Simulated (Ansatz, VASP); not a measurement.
## CoSi in VASP and in Ansatz

```
CELL_PARAMETERS angstrom
0.00000 1.88814 1.88814
1.88814 0.00000 1.88814
1.88814 1.88814 0.00000
ATOMIC_POSITIONS crystal
Co 0.00000 0.00000 0.00000
Si 0.50000 0.50000 0.50000
```

Change from the starting cell: volume scaled by 0.55, PAW files.

Alike in both runs: task single point; functional PBEsol; k mesh 14 × 14 × 14; occupations fermi-dirac, width 0.05 eV; no spin polarisation.

```csv
,VASP,Ansatz
version,VASP 6.6.1,Ansatz 0.2.0
potentials or method,"VASP PAW PBE potentials, release 64 (Co, Si)","PAW with Ansatz's default frozen-core files, scalar-relativistic"
plane-wave cutoff (eV),520,420
valence electrons in the cell,13,21
```

```csv
,VASP,Ansatz,Ansatz less VASP
pressure (GPa),383.0,371.0,-11.97
```

The two sets of potentials don't hold the same shells in valence.

Caveats: the cell as given lies far from equilibrium; so large a pressure means that the cell lies far from this level's equilibrium, or that cutoff or potentials fall short (VASP); the potentials were made for another functional, which shifts forces and pressure (VASP). Spin polarisation is off, so any magnetic state and its effect on volume and gap are missing.
